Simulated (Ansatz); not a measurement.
Rows from a G0W0 calculation on As (honeycomb bilayer) (Ansatz 0.2.0; G0W0 on PBE, plane waves, PAW; PAW set soft_1; 6×6×1 mesh, 568 empty bands, screening to 75 eV, PAW set soft_1 files), in eV. Spin-orbit coupling is left out.

```csv
row,Σx,Σc,Vxc,Z
A,-8.74,-3.53,-12.54,0.74
B,-15.21,1.28,-13.53,0.72
C,-8.78,-3.14,-12.17,0.75
D,-14.83,0.64,-13.86,0.73
E,-9.49,-3.46,-13.30,0.73
F,-9.18,-3.44,-12.94,0.74
```

Q: Which rows are filled states and which are empty ones, and how can one tell?

Filled: B and D. Empty: A, C, E and F. The sign of Σc tells: for a filled state bare exchange, which holds its interaction with itself, lies below Vxc (Σx − Vxc is -1.0 eV or lower here) and screening gives part back as a positive Σc. For an empty state Σx lies above Vxc (+3.4 eV or more) and the Coulomb hole leaves Σc negative.

[Paths, hosts, dates, memory and timing lines, banners, echoed tables and standing remarks are left out of the program output.]

[Logs are printed without paths, hosts, clocks, repeated set-up lines and the standing remarks that a program may print on its own settings, such as how far it seeks lower states.]

[Runs of the session that timed out or met a known fault of the program may be left out.]

[Cells called generated may have been cut or substituted from an entry of the Crystallography Open Database or the Materials Project.]

[Hosts, paths, dates, database ids (printed as entryN), source tags and the programs' standing remarks are cut or masked in the printed files.]
